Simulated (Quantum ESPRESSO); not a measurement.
Crystal: SiC (Moissanite).

```
Si C
1.0
     3.07600    0.00000    0.00000
    -1.53800    2.66389    0.00000
     0.00000    0.00000    5.04800
Si C
2 2
Cartesian
  1.5380 0.8880 2.5240
  0.0000 1.7759 0.0000
  1.5380 0.8880 4.4675
  0.0000 1.7759 1.9435
```

Base run:

* Program: Quantum ESPRESSO 7.5
* Functional: PW86PBE
* Potentials or basis: PseudoDojo 0.4.1 SR PBE standard
* Cutoff: 1116 eV
* Density cutoff: 4463 eV
* k mesh: 10 × 10 × 5
* Occupations: fermi-dirac, width 0.05 eV
* Spin: no spin polarisation

Its results: band gap on the k mesh 2.70 eV, indirect (least direct gap 4.25 eV); pressure 8.1 GPa; largest force 0.766 eV/Å.

Q: The run is repeated on the same cell with these changes: functional from PW86PBE to SOGGA. What comes out?

A: Band gap on the k mesh 2.22 eV, indirect (least direct gap 3.87 eV); pressure -0.1 GPa; largest force 0.760 eV/Å.

Caveats: the potentials were made for another functional, which shifts forces and pressure; the mesh misses the band edges, which the band path finds closer together; SOGGA exchange is joined with the correlation of PBE here (some runs).
